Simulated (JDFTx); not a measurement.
Runs of JDFTx 1.7.0 (patched build) on Pb. The structure is cubic, space group Fm-3m (No. 225). The conventional cell has a = 4.950 Å, b = 4.950 Å, c = 4.950 Å, α = 90.00°, β = 90.00°, γ = 90.00°. Around Pb (site symmetry m-3m) lie 12 Pb at 3.50 Å. 

| potentials or basis | cutoff (eV) | gap on the mesh (eV) | pressure (GPa) | relaxed volume (Å³/atom) |
| --- | --- | --- | --- | --- |
| PseudoDojo-SR-PBE-0.4-stringent with smoothed tails | 1225 | none | 0.0 | (a) |
| Ansatz-NC-SR-PBE with smoothed tails | 871 | none | 0.0 | 31.90 |
| SPMS-PBE-1.0 with smoothed tails | 1088 | none | 0.0 | 31.87 |
| SG15-PBE-1.2 with smoothed tails | 1088 | none | 0.0 | 31.87 |
| PseudoDojo-SR-PBE-0.4.1-standard with smoothed tails | 762 | none | 0.0 | 31.87 |

Alike in all rows: task relaxation of cell and atoms; level PBE; no spin polarisation; cell relaxed; k mesh 9 × 9 × 9; smearing fermi-dirac 0.05 eV.

Problem. Fill in the values left out.

Solution. (a) 31.88.

A k mesh can miss the band edges, and the runs leave out spin-orbit coupling on Pb.

A gap of «none» marks a metal or a gap under the smearing width.

The runs don't all hold the same shells in valence.
